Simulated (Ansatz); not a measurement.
**TePb: stress in a strained cell**

TePb is deformed so: equal xy, yz and zx engineering shear strains of -1 %. What stress and forces result, by LAPW, PAW and all-electron datasets made for the crystal?

Program: Ansatz 0.2.0. Level of theory: DFT PBEsol, scalar-relativistic. These are calculated values, not measurements.

## Step 1: Starting point

Symmetry: Fm-3m, No. 225, cubic system. The conventional cell has a = 6.454 Å, b = 6.454 Å, c = 6.454 Å, α = 90.00°, β = 90.00°, γ = 90.00°. Te (site symmetry m-3m) is surrounded by 6 Pb at 3.23 Å. Pb (site symmetry m-3m) is surrounded by 6 Te at 3.23 Å.

As a file:

```cif
data_structure
_symmetry_space_group_name_H-M 'Fm-3m'
_symmetry_Int_Tables_number 225
_cell_length_a 6.4540
_cell_length_b 6.4540
_cell_length_c 6.4540
_cell_angle_alpha 90.000
_cell_angle_beta 90.000
_cell_angle_gamma 90.000
_cell_volume 268.84
loop_
_atom_site_label
_atom_site_type_symbol
_atom_site_symmetry_multiplicity
_atom_site_Wyckoff_symbol
_atom_site_fract_x
_atom_site_fract_y
_atom_site_fract_z
_atom_site_occupancy
Te1 Te 4 b 0.50000 0.00000 0.00000 1
Pb1 Pb 4 a 0.00000 0.00000 0.00000 1
```

The file gives the conventional cell by its symmetry; the runs use the cell typed in the input.

Atoms are numbered in the order of the input: Te1, Pb2.

## Step 2: The deformed structure

Space group Fm-3m before, R-3m after.

## Step 3: All-electron LAPW

The input, input.yaml:

```yaml
crystal:
  lattice:
    - [-0.03227, 3.210865, 3.210865]
    - [3.210865, -0.03227, 3.210865]
    - [3.210865, 3.210865, -0.03227]
  atoms:
    - { symbol: Te, position: [0.5, 0.5, 0.5] }
    - { symbol: Pb, position: [0.0, 0.0, 0.0] }
kpoints:
  mp_grid: { grid: [10, 10, 10] }
  band_path:
    path:
      - [0.0, 0.0, 0.0]
      - [0.5, 0.5, 0.5]
      - [0.2525443832, 0.5, 0.7474556168]
      - [-0.2525443832, 0.2525443832, 0.5]
      - [0.0, 0.0, 0.5]
      - [0.0, 0.0, 0.0]
      - [-0.3762721916, 0.0, 0.3762721916]
      - [0.0, 0.3762721916, 0.6237278084]
      - [0.0, 0.5, 0.5]
    npoints: 5
scf:
  occupations: { method: fermi_dirac, width: 0.03 }
hamiltonian:
  xc: pbesol
  pseudopotentials: { kind: all_electron, lapw: { basis_error: 0.0005 } }
output:
  forces: true
  stress: true
  eigenvalues: true
```

The run is started by

```bash
$ ansatz run input.yaml --threads 1 --pin off --max-ram 3072MiB --backend cpu --events-out ev --progress --plain --runs-dir out
```

## Step 4: PAW on the default files

The input, input.yaml:

```yaml
crystal:
  lattice:
    - [-0.03227, 3.210865, 3.210865]
    - [3.210865, -0.03227, 3.210865]
    - [3.210865, 3.210865, -0.03227]
  atoms:
    - { symbol: Te, position: [0.5, 0.5, 0.5] }
    - { symbol: Pb, position: [0.0, 0.0, 0.0] }
kpoints:
  mp_grid: { grid: [10, 10, 10] }
scf:
  occupations: { method: fermi_dirac, width: 0.03 }
hamiltonian:
  xc: pbesol
  pseudopotentials: { kind: paw }
output:
  forces: true
  stress: true
  eigenvalues: true
  efg: { contact_densities: true }
```

## Step 5: All-electron PAW on datasets made for the crystal

input.yaml, as its differences from that of step 4:

```diff
@@ -14,3 +14,3 @@
   xc: pbesol
-  pseudopotentials: { kind: paw }
+  pseudopotentials: { kind: all_electron, datasets: crystal }
 output:
```

(Steps that only read results are left out.)

What does the calculation give? Wanted: pressure; largest shear or deviatoric stress.

**Answer**, as computed:

| quantity | value |
| --- | --- |
| pressure | LAPW -0.22, PAW -0.23, crystal datasets -0.22 GPa |
| largest shear or deviatoric stress (LAPW) | 0.15 GPa |

In words: The largest part of the stress beyond the pressure is 0.15 GPa in size; the atoms are carried along and not relaxed. No run of the undeformed cell stands beside it, so the pressure holds what the given cell had before the change. PAW: stress within 0.01 GPa of LAPW. Crystal datasets: stress within 0.01 GPa of LAPW. Spin-orbit coupling is left out, though the cell holds Pb; in elements this heavy it can shift bands and gaps by tenths of an eV.
